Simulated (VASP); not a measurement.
Here is the system:

```
InN
1.0
    1.77541    -3.07510     0.00000
    1.77541     3.07510     0.00000
    0.00000     0.00000     5.72821
In N
2 2
Direct
  0.66667   0.33333   0.49984
  0.33333   0.66667   0.99984
  0.66667   0.33333   0.87916
  0.33333   0.66667   0.37916
```

All values below come from r2SCAN meta-GGA, VASP's PBE PAW potentials (set 64) (plane waves; VASP 6.6.1). Run with 520 eV cut-off, 8×8×5 Γ-centred mesh, tetrahedra with Blöchl corrections, potentials In_d N.

Unless said otherwise, spin-orbit coupling is left out, though it shifts the bands of the heavy elements here.

### Question
Give the energies of bands 13 to 20 at the high-symmetry points, in eV from the valence-band maximum.

### Answer

```csv
band,Γ,M,K,A,L,H
13,-5.79,-5.40,-4.59,-3.39,-5.45,-5.13
14,-0.89,-4.50,-4.59,-3.39,-5.45,-5.13
15,-0.89,-3.41,-4.30,-0.45,-1.66,-3.34
16,-0.05,-2.36,-2.37,-0.45,-1.66,-3.34
17,0.00,-1.70,-2.37,-0.45,-1.57,-1.26
18,0.00,-0.89,-2.15,-0.45,-1.57,-1.26
19,0.07,4.26,5.28,2.69,3.82,5.70
20,3.20,4.88,6.27,2.69,3.82,5.70
```

The gap is direct, 0.08 eV, from the valence maximum at Γ to the conduction minimum at Γ.

The compound is InN in the wurtzite structure. It was relaxed first.
